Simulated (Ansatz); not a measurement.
A plane-wave DFT run in Ansatz 0.2.0 (scalar-relativistic PAW potentials unless the input names others): input and command.

```yaml
crystal:
  lattice:
    - [0.0, 2.098360525, 2.1613113407]
    - [2.098360525, 0.0, 2.1613113407]
    - [2.098360525, 2.098360525, 0.0]
  atoms:
    - { symbol: Ge, position: [0.0, 0.0, 0.0] }
kpoints:
  mp_grid: { grid: [20, 20, 20], shift: [0.5, 0.5, 0.5] }
hamiltonian:
  xc: pbe
  dispersion: d3bj
scf:
  occupations: { method: gaussian, width: 0.15 }
output:
  forces: true
  eigenvalues: true
  stress: true
accuracy: high
```

```bash
ansatz run input.yaml --threads 1 --pin off --max-ram 1228MiB --backend cpu --events-out ev --progress --plain --runs-dir out
```

Abridged log:
```
Warning: crystal.symmetry: narrowed to the stabiliser of the k-point mesh — unitary ops 16 → 4; excluded 12 operations that carry a point of the 20×20×20 mesh (shift [0.5, 0.5, 0.5]) off the mesh (the run samples exactly the mesh kpoints.mp_grid names, as under crystal.symmetry.detect: false, and its converged state has the mesh's symmetry, not the crystal's; ε∞, the Born charges and the force constants of a linear response (`dielectric:` by the response, `phonons.method: dfpt`) are averaged over those of the crystal's operations that the state keeps within a tolerance, where `mesh_tensors`, ` ...
Basis set: ecut = 420 eV, 347 PW (Γ), exchange–correlation on 50×50×48 points (8 copies of the dense FFT grid, shifted against one another)
Bands: 11, of which v1, the nominal top of the filled ones, is band 7 counted from 1 (6 counted from 0)
Symmetry: 4 space group operations
k-points: 2100 of 8000
SCF iter   1: F=—  HF=-4295.000443 eV  |F-HF|=—  |Δ(HF+E_count)|=         —  Δρ=8.68e-4  dr2=1.19e-4  ethr=1.77e-3  ⟨swp⟩=5.0  Hψ=125568  notcnv=0
SCF iter   2: F=—  HF=-4295.000301 eV  |F-HF|=—  |Δ(HF+E_count)|=   1.43e-4  Δρ=5.62e-4  dr2=4.45e-5  ethr=8.50e-7  ⟨swp⟩=2.0  Hψ=54007  notcnv=0
SCF iter   3: F=—  HF=-4295.000315 eV  |F-HF|=—  |Δ(HF+E_count)|=   1.44e-5  Δρ=2.04e-4  dr2=7.08e-6  ethr=3.18e-7  ⟨swp⟩=2.0  Hψ=37253  notcnv=0
SCF iter   4: F=—  HF=-4295.000318 eV  |F-HF|=—  |Δ(HF+E_count)|=   2.88e-6  Δρ=3.34e-5  dr2=2.09e-7  ethr=5.05e-8  ⟨swp⟩=1.8  Hψ=25929  notcnv=0
SCF iter   5: F=-4295.000318 eV  HF=-4295.000318 eV  |F-HF|=3.21e-9  |Δ(HF+E_count)|=   1.13e-7  Δρ=3.48e-6  dr2=4.45e-10  ethr=1.49e-9  ⟨swp⟩=2.0  Hψ=37423  notcnv=0
SCF iter   6: F=-4295.000318 eV  HF=-4295.000318 eV  |F-HF|=2.00e-11  |Δ(HF+E_count)|=   3.33e-9  Δρ=4.19e-7  dr2=8.18e-12  ethr=3.18e-12  ⟨swp⟩=1.4  Hψ=73427  notcnv=0
SCF iter   7: F=-4295.000318 eV  HF=-4295.000318 eV  |F-HF|=0.00e0  |Δ(HF+E_count)|=  3.82e-11  Δρ=5.36e-8  dr2=6.61e-13  ethr=1.00e-12  ⟨swp⟩=5.0  Hψ=80042  notcnv=0
SCF 1 converged in 7 iterations: F = -4295.000318 eV  dr2 = 6.61e-13
SCF converged after 7 iterations
Free energy (F): -4295.000318 eV
Harris-Foulkes:  -4295.000318 eV  (|F-HF|=0.00e0)
Internal energy: -4294.994890 eV  (E = F + TS)
E sigma→0 (E₀):  -4294.997604 eV
Entropy (-TS):   -0.005428 eV (-5.428 meV/atom)
Fermi energy:    11.062615 eV
  E_disp       = -0.347197  (pairwise vdW)
--- Forces (eV/Å), atoms counted from 1 ---
  atom   1  Ge     0.00000000     0.00000000     0.00000000
--- Stress (GPa, compression-positive) ---
       -1.165995       0.217390      -0.116242
        0.217390      -1.165995      -0.116242
       -0.116242      -0.116242      -1.221648
  P = ⅓ Tr σ = -1.1845 GPa (-11.845 kbar)
```

Apart from outputs and empty bands, the input differs from a reference run on usual settings in kpoints.mp_grid.shift: not typed → [0.5, 0.5, 0.5]; accuracy: not typed → "high"; basis.ecutwfc: 420 → not typed. The reference, at the same geometry (not necessarily relaxed), gave pressure -1.12 GPa, largest force 0.000 eV/Å, no gap on the mesh. This run converged in 7 SCF iterations (reference: 6) with an energy at zero smearing 1.26 meV/atom below the reference's, pressure -1.18 GPa, largest force 0.000 eV/Å, no gap on the mesh.